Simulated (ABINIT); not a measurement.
Wanted: the native input for an ABINIT 10.8.3 (patched build) run.

```
Task                : single point
Functional          : LDA
Potentials or basis : JTH PAW LDA v2.0
Cutoff              : 463 eV
k mesh              : 3 × 3 × 2
Occupations         : fermi-dirac, width 0.05 eV
Spin                : no spin polarisation
Fine-grid cutoff    : 925.187 eV
```

Crystal: ZrSe2.

```
Zr Se
1.0
     3.79800    0.00000    0.00000
    -1.89900    3.28916    0.00000
     0.00000    0.00000    6.19200
Zr Se
1 2
Direct
  0.00000 0.00000 0.00000
  0.66667 0.33333 0.75000
  0.33333 0.66667 0.25000
```

These files were run (other wordings do the same):

run.abi

```
# Pseudopotentials
pp_dirpath "./"
pseudos "Zr.LDA_PW-JTH.xml, Se.LDA_PW-JTH.xml"

# Structure
acell 3.798 3.798 6.192 Angstrom
rprim
     1.0000000000     0.0000000000     0.0000000000
    -0.5000000000     0.8660254038     0.0000000000
     0.0000000000     0.0000000000     1.0000000000
ntypat 2
znucl 40 34
natom 3
typat 1 2 2
xcart
     0.0000000000     0.0000000000     0.0000000000
     1.8990000002     1.0963881611     4.6440000000
    -0.0000000002     2.1927763225     1.5480000000 Angstrom

# Plane-wave basis
ecut 17.0
pawecutdg 34.0

# k points
kptopt 1
ngkpt 3 3 2
nshiftk 1
shiftk 0.0 0.0 0.0

# Exchange and correlation
ixc 7

# Bands and occupations
nband 16
occopt 3
tsmear 0.00183747

# SCF cycle
nstep 100
tolvrs 1.0e-9

# Output
iomode 3
prtwf 0
prtden 0
prteig 0
prtebands 0
enunit 2
```

Potentials or basis: JTH PAW LDA v2.0.

Command:

```sh
$ abinit run.abi > log 2>&1
```

Results of the run:

The pressure is -2.3 GPa, the largest force is 0.240 eV/Å and the band gap on the k mesh is 0.45 eV, indirect (least direct gap 0.89 eV). The valence electrons inside the program's atomic spheres are Zr 8.92; Se 4.02.

Caveat: the k mesh is coarse (spacing up to 0.64 Å⁻¹), so the values aren't converged; an odd mesh through Γ misses points on the zone boundary, where band edges often lie.

Wall time 6.6 s on 1 thread of Arm Neoverse V1, with other jobs on the host, peak memory 0.11 GiB.
